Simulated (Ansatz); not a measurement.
# TiC (Fm-3m) in Ansatz: a series of runs, part 2 of 2

Ansatz 0.2.0.

## Step 4: Band structure, exchange-only PBE

The input, input.yaml:

```yaml
crystal:
  lattice:
    - [0.0, 2.1657188437, 2.1657188437]
    - [2.1657188437, 0.0, 2.1657188437]
    - [2.1657188437, 2.1657188437, 0.0]
  atoms:
    - { symbol: Ti, position: [0.0, 0.0, 0.0] }
    - { symbol: C, position: [0.5, 0.5, 0.5] }
hamiltonian:
  xc: { exchange: pbe, correlation: none }
  pseudopotentials: { kind: paw }
kpoints:
  mp_grid: { grid: [11, 11, 11] }
  band_path:
    path:
      - [[0.0, 0.0, 0.0], [0.5, 0.0, 0.5], [0.5, 0.25, 0.75], [0.375, 0.375, 0.75], [0.0, 0.0, 0.0], [0.5, 0.5, 0.5], [0.625, 0.25, 0.625], [0.5, 0.25, 0.75], [0.5, 0.5, 0.5], [0.375, 0.375, 0.75]]
      - [[0.625, 0.25, 0.625], [0.5, 0.0, 0.5]]
    npoints: 14
scf:
  occupations: { method: fermi_dirac, width: 0.05 }
  n_extra_bands: 6
output:
  forces: true
  stress: true
  eigenvalues: true
  fatbands: true
  write_density: true
  write_potential: true
  elf: true
  volumetric_format: npy
```

Launch:

```
> ansatz run input.yaml --threads 2 --pin off --max-ram 5120MiB --backend cpu --events-out ev --progress --plain --runs-dir out
```

It took 1.6 s on 2 threads of Arm Neoverse V1, shared host; peak memory 0.3 GiB.

The run converged. Its results:

```yaml
Free_energy: -2720.1397 eV
Pressure: 23.7 GPa
Band_gap_on_the_k_mesh: none (metal or under the smearing width)
```

Levels at the corners of the path, in eV from the Fermi level:
| point | band 5 | band 6 | band 7 | band 8 | band 9 | band 10 | band 11 | band 12 |
| --- | --- | --- | --- | --- | --- | --- | --- | --- |
| Γ | -12.38 | 0.65 | 0.65 | 0.65 | 1.54 | 1.54 | 1.54 | 1.61 |
| X | -10.20 | -3.37 | -1.56 | -0.11 | -0.11 | 2.57 | 3.39 | 3.39 |
| W | -9.61 | -3.10 | -3.10 | -2.78 | 2.70 | 2.70 | 3.40 | 4.95 |
| K | -9.68 | -3.44 | -3.30 | -1.82 | 1.41 | 3.03 | 3.70 | 5.29 |
| Γ | -12.38 | 0.65 | 0.65 | 0.65 | 1.54 | 1.54 | 1.54 | 1.61 |
| L | -8.98 | -5.77 | -2.99 | -2.99 | 2.80 | 2.80 | 3.98 | 7.97 |
| U | -9.68 | -3.44 | -3.30 | -1.82 | 1.41 | 3.03 | 3.70 | 5.29 |
| W | -9.61 | -3.10 | -3.10 | -2.78 | 2.70 | 2.70 | 3.40 | 4.95 |
| L | -8.98 | -5.77 | -2.99 | -2.99 | 2.80 | 2.80 | 3.98 | 7.97 |
| K | -9.68 | -3.44 | -3.30 | -1.82 | 1.41 | 3.03 | 3.70 | 5.29 |
| U | -9.68 | -3.44 | -3.30 | -1.82 | 1.41 | 3.03 | 3.70 | 5.29 |
| X | -10.20 | -3.37 | -1.56 | -0.11 | -0.11 | 2.57 | 3.39 | 3.39 |

Caveat: so large a pressure means that the cell lies far from this level's equilibrium, or that cutoff or potentials fall short; the pressure holds a Pulay correction of +0.3 GPa for the finite cutoff; the PAW data sets come from PBE, with cores solved anew for the run's functional, which leaves a small shift of forces and pressure.

## Step 5: Single point, PBE, 9.55 Å³/atom (volume scaled by 0.94)

The input, input.yaml:

```yaml
crystal:
  lattice:
    - [0.0, 2.1215080947, 2.1215080947]
    - [2.1215080947, 0.0, 2.1215080947]
    - [2.1215080947, 2.1215080947, 0.0]
  atoms:
    - { symbol: Ti, position: [0.0, 0.0, 0.0] }
    - { symbol: C, position: [0.5, 0.5, 0.5] }
hamiltonian:
  xc: pbe
  pseudopotentials: { kind: paw, partial_waves: polarizable }
kpoints:
  mp_grid: { grid: [11, 11, 11] }
scf:
  occupations: { method: fermi_dirac, width: 0.05 }
output:
  forces: true
  stress: true
  eigenvalues: true
```

Potentials or basis: Ansatz PAW polarizable.

Launch:

```
> ansatz run input.yaml --threads 2 --pin off --max-ram 5120MiB --backend cpu --events-out ev --progress --plain --runs-dir out
```

It took 0.68 s on 2 threads of Arm Neoverse V1, shared host; peak memory 0.31 GiB.

Results (log left out):

```
Free energy            : -2752.2072 eV
Pressure               : 17.9 GPa
Band gap on the k mesh : none (metal or under the smearing width)
```

## Step 6: Single point, PBE, 9.75 Å³/atom (volume scaled by 0.96)

Changes to input.yaml since step 5:

```diff
@@ -2,5 +2,5 @@
   lattice:
-    - [0.0, 2.1215080947, 2.1215080947]
-    - [2.1215080947, 0.0, 2.1215080947]
-    - [2.1215080947, 2.1215080947, 0.0]
+    - [0.0, 2.1364487848, 2.1364487848]
+    - [2.1364487848, 0.0, 2.1364487848]
+    - [2.1364487848, 2.1364487848, 0.0]
   atoms:
@@ -19 +19,5 @@
   eigenvalues: true
+  write_density: true
+  write_potential: true
+  elf: true
+  volumetric_format: npy
```

Potentials or basis: Ansatz PAW polarizable.

Launch:

```
> ansatz run input.yaml --threads 2 --pin off --max-ram 5120MiB --backend cpu --events-out ev --progress --plain --runs-dir out
```

It took 0.84 s on 2 threads of Arm Neoverse V1, shared host; peak memory 0.32 GiB.

The run converged. Its results:

* Free energy: -2752.2443 eV
* Pressure: 11.4 GPa
* Band gap on the k mesh: none (metal or under the smearing width)

## Step 7: Single point, PBE, 9.95 Å³/atom (volume scaled by 0.98)

The input, input.yaml:

```yaml
crystal:
  lattice:
    - [0.0, 2.1511833799, 2.1511833799]
    - [2.1511833799, 0.0, 2.1511833799]
    - [2.1511833799, 2.1511833799, 0.0]
  atoms:
    - { symbol: Ti, position: [0.0, 0.0, 0.0] }
    - { symbol: C, position: [0.5, 0.5, 0.5] }
hamiltonian:
  xc: pbe
  pseudopotentials: { kind: paw, partial_waves: polarizable }
kpoints:
  mp_grid: { grid: [11, 11, 11] }
scf:
  occupations: { method: fermi_dirac, width: 0.05 }
output:
  forces: true
  stress: true
  eigenvalues: true
```

Launch:

```
> ansatz run input.yaml --threads 2 --pin off --max-ram 5120MiB --backend cpu --events-out ev --progress --plain --runs-dir out
```

Run time: 0.69 s. Hardware: 2 threads of Arm Neoverse V1, shared host; peak memory 0.32 GiB.

The run converged. Its results:

| Quantity | Value |
| --- | --- |
| Free energy | -2752.2657 eV |
| Pressure | 5.6 GPa |
| Band gap on the k mesh | none (metal or under the smearing width) |

## Step 8: Single point, PBE, 10.16 Å³/atom

Changes to input.yaml since step 7:

```diff
@@ -2,5 +2,5 @@
   lattice:
-    - [0.0, 2.1511833799, 2.1511833799]
-    - [2.1511833799, 0.0, 2.1511833799]
-    - [2.1511833799, 2.1511833799, 0.0]
+    - [0.0, 2.1657188437, 2.1657188437]
+    - [2.1657188437, 0.0, 2.1657188437]
+    - [2.1657188437, 2.1657188437, 0.0]
   atoms:
@@ -19 +19,5 @@
   eigenvalues: true
+  write_density: true
+  write_potential: true
+  elf: true
+  volumetric_format: npy
```

Launch:

```
> ansatz run input.yaml --threads 2 --pin off --max-ram 5120MiB --backend cpu --events-out ev --progress --plain --runs-dir out
```

It took 0.85 s on 2 threads of Arm Neoverse V1, shared host; peak memory 0.32 GiB.

Results (log left out):

```
Free energy            : -2752.2730 eV
Pressure               : 0.3 GPa
Band gap on the k mesh : none (metal or under the smearing width)
```

## Step 9: Single point, PBE, 10.36 Å³/atom (volume scaled by 1.02)

The input, input.yaml:

```yaml
crystal:
  lattice:
    - [0.0, 2.1800617706, 2.1800617706]
    - [2.1800617706, 0.0, 2.1800617706]
    - [2.1800617706, 2.1800617706, 0.0]
  atoms:
    - { symbol: Ti, position: [0.0, 0.0, 0.0] }
    - { symbol: C, position: [0.5, 0.5, 0.5] }
hamiltonian:
  xc: pbe
  pseudopotentials: { kind: paw, partial_waves: polarizable }
kpoints:
  mp_grid: { grid: [11, 11, 11] }
scf:
  occupations: { method: fermi_dirac, width: 0.05 }
output:
  forces: true
  stress: true
  eigenvalues: true
```

Potentials or basis: Ansatz PAW polarizable.

Launch:

```
> ansatz run input.yaml --threads 2 --pin off --max-ram 5120MiB --backend cpu --events-out ev --progress --plain --runs-dir out
```

It took 0.71 s on 2 threads of Arm Neoverse V1, shared host; peak memory 0.32 GiB.

Results (log left out):

```yaml
Free_energy: -2752.2676 eV
Pressure: -4.5 GPa
Band_gap_on_the_k_mesh: none (metal or under the smearing width)
```

## Step 10: Single point, PBE, 10.56 Å³/atom (volume scaled by 1.04)

Changes to input.yaml since step 9:

```diff
@@ -2,5 +2,5 @@
   lattice:
-    - [0.0, 2.1800617706, 2.1800617706]
-    - [2.1800617706, 0.0, 2.1800617706]
-    - [2.1800617706, 2.1800617706, 0.0]
+    - [0.0, 2.1942184125, 2.1942184125]
+    - [2.1942184125, 0.0, 2.1942184125]
+    - [2.1942184125, 2.1942184125, 0.0]
   atoms:
@@ -19 +19,5 @@
   eigenvalues: true
+  write_density: true
+  write_potential: true
+  elf: true
+  volumetric_format: npy
```

Launch:

```
> ansatz run input.yaml --threads 2 --pin off --max-ram 5120MiB --backend cpu --events-out ev --progress --plain --runs-dir out
```

Run time: 0.86 s. Hardware: 2 threads of Arm Neoverse V1, shared host; peak memory 0.32 GiB.

Results (log left out):

```yaml
Free_energy: -2752.2506 eV
Pressure: -8.8 GPa
Band_gap_on_the_k_mesh: none (metal or under the smearing width)
```

## Step 11: Single point, PBE, 10.77 Å³/atom (volume scaled by 1.06)

The input, input.yaml:

```yaml
crystal:
  lattice:
    - [0.0, 2.2081947028, 2.2081947028]
    - [2.2081947028, 0.0, 2.2081947028]
    - [2.2081947028, 2.2081947028, 0.0]
  atoms:
    - { symbol: Ti, position: [0.0, 0.0, 0.0] }
    - { symbol: C, position: [0.5, 0.5, 0.5] }
hamiltonian:
  xc: pbe
  pseudopotentials: { kind: paw, partial_waves: polarizable }
kpoints:
  mp_grid: { grid: [11, 11, 11] }
scf:
  occupations: { method: fermi_dirac, width: 0.05 }
output:
  forces: true
  stress: true
  eigenvalues: true
```

Launch:

```
> ansatz run input.yaml --threads 2 --pin off --max-ram 5120MiB --backend cpu --events-out ev --progress --plain --runs-dir out
```

Run time: 0.69 s. Hardware: 2 threads of Arm Neoverse V1, shared host; peak memory 0.32 GiB.

It converged, with:

- Free energy: -2752.2231 eV
- Pressure: -12.8 GPa
- Band gap on the k mesh: none (metal or under the smearing width)

## Step 12: Equation of state, PBE

Potentials or basis: Ansatz PAW polarizable.

This step only gathers the single runs of the series.

Results:

```
Equilibrium volume                      : 10.17 Å³/atom
Bulk modulus                            : 250 GPa
Pressure derivative of the bulk modulus : 4.0
```

Energy against volume, from the lowest point:
| volume (Å³/atom) | energy (meV/atom) |
| --- | --- |
| 9.548 | 32.91 |
| 9.752 | 14.36 |
| 9.955 | 3.64 |
| 10.158 | 0.00 |
| 10.361 | 2.70 |
| 10.564 | 11.22 |
| 10.767 | 24.95 |

## Step 13: The runs side by side

```tsv
task	level	potentials or basis	k mesh	cutoff (eV)	points for each segment of the path	atoms under strain	gap on the mesh (eV)	pressure (GPa)
band structure	r2SCAN	Ansatz PAW	11 × 11 × 11	500	14	-	none	-0.7
elastic constants	r2SCAN	Ansatz PAW	9 × 9 × 9	500	-	relaxed	none	-0.6
band structure	exchange-only PBE	Ansatz PAW	11 × 11 × 11	420	14	-	none	23.7
equation of state	PBE	Ansatz PAW polarizable	11 × 11 × 11	420	-	-	-	-
```

Alike in all rows: no spin polarisation; cell as given; smearing fermi-dirac 0.05 eV.

Caveats: the PAW data sets come from PBE, with cores solved anew for the run's functional, which leaves a small shift of forces and pressure (some runs); elastic constants of metals need much finer meshes, so these are rough (some runs); so large a pressure means that the cell lies far from this level's equilibrium, or that cutoff or potentials fall short (some runs).

Absolute energies hang on the potentials; compare differences alone.
